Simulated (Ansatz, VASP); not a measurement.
# Two plane-wave programs on CdSe

```xyz
2
Lattice="3.0850 3.0850 0.0000 -3.0850 3.0850 0.0000 0.0000 3.0850 3.0850" Properties=species:S:1:pos:R:3 pbc="T T T"
Cd    0.0000    0.0000    0.0000
Se    1.5425    4.6275    1.5425
```

Alike in both runs: functional PBEsol; k mesh 6 × 6 × 6; no spin polarisation.

Ansatz relaxed the structure, and its values are those at the end. VASP's run is a single point on that final structure, the one shown.

|  | VASP | Ansatz |
| --- | --- | --- |
| version | VASP 6.6.1 | Ansatz 0.2.0 |
| potentials or method | VASP PAW PBE potentials, release 64 (Cd, Se) | PAW with Ansatz's default frozen-core files, scalar-relativistic |
| plane-wave cutoff (eV) | 520 | 420 |
| occupations | gaussian, width 0.01 eV | fixed |
| valence electrons in the cell | 18 | 36 |

```csv
,VASP,Ansatz,Ansatz less VASP
gap on the k mesh at the Fermi level (eV),0.40,0.40,-0.001
pressure (GPa),-1.8,-2.0,-0.27
```

The two sets of potentials don't hold the same shells in valence.

Caveats: the PAW data sets were made with another functional, which shifts forces and pressure a little (VASP).
